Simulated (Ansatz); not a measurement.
# One input, then a changed one: RbBr (CsCl type)

First run: DFT, LDA, all-electron PAW with datasets made for the crystal, scalar-relativistic (Ansatz 0.2.0).

Command: `ansatz run input.yaml --threads 1 --pin off --max-ram 2048MiB --backend cpu --events-out ev --progress --plain --runs-dir out` It took 7.3 s on 1 thread of Arm Neoverse V1 (shared host), peak memory 0.44 GiB.

```yaml
crystal:
  lattice:
    - [3.3441547396, 0.0, 0.0]
    - [0.0, 3.3441547396, 0.0]
    - [0.0, 0.0, 3.3441547396]
  atoms:
    - { symbol: Rb, position: [0.0, 0.0, 0.0] }
    - { symbol: Br, position: [0.5, 0.5, 0.5] }
kpoints:
  mp_grid: { grid: [12, 12, 12] }
scf:
  occupations: { method: fermi_dirac, width: 0.1 }
hamiltonian:
  xc: lda
  pseudopotentials: { kind: all_electron, datasets: crystal }
output:
  forces: true
  stress: true
  eigenvalues: true
```

The cell comes from a relaxation on PAW files under the same functional, begun from a prototype that needn't be the stable phase.

This run: volume at 0.6 of the series' base cell.

It converges in 6 SCF iterations at a pressure of 41.2 GPa.

The input is then changed:

```diff
 kpoints:
-  mp_grid: { grid: [12, 12, 12] }
+  mp_grid: { grid: [12, 12, 12], shift: [0.5, 0.5, 0.5] }
 scf:
-  occupations: { method: fermi_dirac, width: 0.1 }
+  occupations: { method: cold, width: 0.05 }
+  mixing: { preconditioner: ldos }
 hamiltonian:
```

Problem. Predict the outcome of the changed run.

Solution. It converges in 7 SCF iterations at a pressure of 41.2 GPa, free energy 0.0 meV/atom against the first run's.
